**Squeezing boron arsenide in the (111) plane**

A film clamped to a substrate takes over the in-plane spacing of the substrate, while its thickness adjusts freely. For BAs held this way in the (111) plane, the PBE results for stretching are known. What does squeezing by 1 or 2 % do to the indirect gap, to the least direct gap and to the pressure? In the table, negative epitaxial strain means in-plane compression, and each change is relative to the unstrained crystal.

Zincblende BAs (2-atom cell) under strain, computed with Ansatz 0.2.0: PBE, plane-wave PAW, 420 eV cutoff, 10×10×10 k mesh, no spin polarisation. Strains are changes in length from the r2SCAN-relaxed cell, and all changes are relative to that cell. Atoms, and the normal in epitaxial rows, are relaxed with r2SCAN; uniaxial rows hold the sides fixed.

```tsv
strain kind	strain (%)	band gap change (eV)	least direct gap change (eV)	pressure change (GPa)
epitaxial 111	-2	?	?	?
epitaxial 111	-1	?	?	?
epitaxial 111	1	-0.039	-0.135	-2.41
epitaxial 111	2	-0.075	-0.255	-4.60
epitaxial xy	-2	-0.258	-0.118	4.65
epitaxial xy	-1.14	-0.146	-0.068	2.57
epitaxial xy	-1	-0.128	-0.059	2.24
epitaxial xy	-0.5	-0.065	-0.031	1.07
epitaxial xy	1	-0.198	-0.170	-2.10
hydrostatic	-4	-0.132	0.166	21.96
hydrostatic	-3	-0.096	0.121	15.40
hydrostatic	-2	-0.063	0.079	9.61
hydrostatic	-1	-0.031	0.038	4.50
hydrostatic	-0.5	-0.015	0.019	2.18
hydrostatic	1	0.029	-0.037	-3.94
hydrostatic	1.5	0.044	-0.054	-5.72
hydrostatic	2	0.057	-0.072	-7.39
hydrostatic	3	0.084	-0.106	-10.38
hydrostatic	4	0.109	-0.139	-12.97
uniaxial 111	-1	-0.065	-0.090	1.45
uniaxial y	0.46	-0.030	-0.030	-0.64
```

Two limiting cases make the problem manageable. In the first, only the volume changes and the crystal stays cubic. The hydrostatic rows show this case: expansion raises the indirect gap and lowers the direct one, and compression does the reverse.

In the second, only the shape changes. The highest valence level of the cubic crystal is a triplet, built from three equivalent p orbitals. A change of shape that singles out a cube axis or a [111] axis splits it into a singlet, with its orbital along that axis (the film normal), and a doublet in the plane. To first order in the strain their average stays put, so the singlet moves twice as far as the doublet, in the opposite direction. Whichever part moves up becomes the new valence top, and the gap shrinks for either sign of strain.

The epitaxial xy rows roughly obey this rule. (Equal volume is taken throughout as equal average strain, which is exact only to first order and should shift the ±2 % values by a few meV.) Compared with a cubic cell of equal volume, the valence top rises by 0.09 eV at +1 % and by 0.05 eV at −1 %. The conduction valleys split there as well, which adds to the fall of the indirect gap. Strain along (111) keeps those valleys equivalent, and in the uniaxial 111 row, squeezed along the normal with its sides held, the conduction minimum hardly differs from that of a cubic cell of equal volume.

It remains to decide which part is on top. Stretching thins the film and tilts its three slanted bonds towards the plane, and the atoms should shift along the normal so as to lengthen the fourth bond, which lies along it. The tilt alone does not fix the sign, but together with that shift it should weaken the bonding of the normal orbital and raise the singlet, so that compression leaves the doublet on top with half the shift. I assumed that the triplet of conduction levels at the zone centre (Γ), which sets the direct gap, mirrors this order. Both assignments are arguments from bonding; no known row tests them under compression within the (111) plane.

The model adds a volume part and a splitting part, with strengths fitted to the 19 known rows. At −2 %, the pressure fit implies a normal expansion of 0.45 %. The average strain is then (−4 + 0.45)/3 ≈ −1.2 %, which lowers the indirect gap by 0.037 eV. The doublet's rise takes away another 0.057 eV, giving −0.094 eV in total.

| Forecast | −1 % | −2 % |
|---|---|---|
| Indirect gap change (eV) | −0.047 ± 0.010 | −0.094 ± 0.020 |
| Least direct gap change (eV) | −0.032 ± 0.015 | −0.064 ± 0.030 |
| Pressure change (GPa) | 2.6 ± 0.15 | 5.4 ± 0.3 |

The direct gap was expected to fall much less than under equal tension, because the doublet moves only half as far as the singlet, and because volume and splitting now oppose each other. The bars are judgements, guided by the uniaxial 111 row, where both gaps fall more than the fit gives.

The withheld rows as computed:

```tsv
strain kind	strain (%)	band gap change (eV)	least direct gap change (eV)	pressure change (GPa)
epitaxial 111	-2	-0.134	-0.347	5.49
epitaxial 111	-1	-0.057	-0.157	2.63
```

The pressure forecasts hold. Pressure mainly follows volume, so this success does not test the order of the levels.

The indirect gap does fall under compression, but by more than forecast. The −1 % value lies just outside its bar, and the −2 % value, −0.134 eV, lies well outside. With the volume part removed, the fall per percent of strain grows from about 0.04 to 0.05 eV, whereas the model keeps it constant. The band edges of the two rows show where the growth comes from. Compared with a cubic cell of equal volume, the valence top rises by 0.034 eV at −1 % and by 0.076 eV at −2 %, slightly more than double. The conduction minimum falls by 0.005 eV and then by 0.022 eV, about four times as much, which is the mark of a second-order effect that the model leaves out. The band edges of the +1 and +2 % rows show a fall of the same sign and similar growth, as an effect even in the strain should. Reversing the valence order would have given −0.264 eV at −2 %, a worse answer.

The direct gap forecast fails outright. At −2 % the gap falls by 0.347 eV, more than under equal tension. Most of the error lies in the assumed mirror order of the conduction triplet. If its doublet is lowest under tension, compression brings down the singlet, which moves about twice as far.

The levels at Γ support this. Compared with a cubic cell of equal volume, the lowest conduction level there falls by about 0.06 eV at +1 % but by about 0.15 eV at −1 %. The valence top does the opposite, rising by 0.05 eV under tension and by 0.03 eV under compression, as assumed. Neither pair is exactly two to one. The conduction ratio is nearer two and a half, so reordering accounts for most of the miss but not all of it. The rest grows faster than the strain, as expected if the singlet is also pushed down by mixing with a higher level of the same symmetry.

The mirror order was a natural guess, because it fits the epitaxial xy rows, where the conduction level falls more under tension. But shape changes along a cube axis and along (111) act on a triplet through two separate constants. The order found for one direction therefore need not hold for the other.

In practice, calculate both signs of strain before using a deformation potential for a (111) film. In this table every strain that changes the crystal's shape lowers both gaps, so a straight line through zero predicts the wrong sign on one side. When the order of split levels is untested, quote a forecast for each order; the scatter of a fit does not cover that choice. The (111) splitting depends on the internal shift of the atoms, which here is the r2SCAN one and leaves small PBE forces along the normal. Spin–orbit coupling, absent here, also splits the valence top, in an arsenide probably by as much as these strains do, so the simple two-to-one rule is not expected to carry over to the real valence band in this range.

The output below gives the fits and the misses.

The analysis program printed:

```
fit of pressure_change on 19 rows: coefficient of (h0 - s*w) -4.213 +/- 0.0034, coefficient of (h0 - s*w)**2 0.2804 +/- 0.00048, coefficient of (h0 - s*w)**3 -0.009506 +/- 0.00028, s 0.225; rms 0.0113, worst epitaxial xy -0.0254, leave-one-out rms 0.0219
  rows outside the fit (model, value, miss): epitaxial 111 5.394, 5.49, -0.0958; epitaxial 111 2.593, 2.63, -0.037
fit of band_gap_change on 19 rows: coefficient of h 0.03033 +/- 0.00038, coefficient of h**2 -0.0007081 +/- 0.00011, coefficient of m001 -0.2278 +/- 0.0019, coefficient of m111 -0.06942 +/- 0.0016; rms 0.00273, worst uniaxial 111 0.00853, leave-one-out rms 0.00448
  rows outside the fit (model, value, miss): epitaxial 111 -0.09357, -0.134, 0.0404; epitaxial 111 -0.04654, -0.057, 0.0105
fit of least_direct_gap_change on 19 rows: coefficient of h -0.03769 +/- 0.00052, coefficient of h**2 0.0008518 +/- 0.00016, coefficient of m001 -0.1598 +/- 0.0027, coefficient of m111 -0.134 +/- 0.0022; rms 0.00374, worst uniaxial 111 0.0133, leave-one-out rms 0.00703
  rows outside the fit (model, value, miss): epitaxial 111 -0.06362, -0.347, 0.283; epitaxial 111 -0.03211, -0.157, 0.125
Error bar of indirect gap forecast per percent of strain, eV: 0.01
Error bar of direct gap forecast per percent of strain, eV: 0.015
Error bar of pressure forecast per percent of strain, GPa: 0.15
Indirect gap forecast at -2 %, volume part, eV: -0.03688
Indirect gap forecast at -2 %, splitting part, eV: -0.05669
Direct gap forecast at -2 %, volume part, eV: 0.04579
Direct gap forecast at -2 %, splitting part, eV: -0.1094
Rival with reversed level order, indirect gap change at -2 %, eV: -0.2636
Valence top against cubic cell of equal volume, epitaxial xy +1 %, eV: 0.09178
Valence top against cubic cell of equal volume, epitaxial xy -1 %, eV: 0.0499
Valence top against cubic cell of equal volume, uniaxial 111 -1 %, eV: 0.0512
Conduction minimum against cubic cell of equal volume, uniaxial 111 -1 %, eV: -0.003453
Splitting per shape change, 111 over xy, if the singlet is highest: 0.805
```
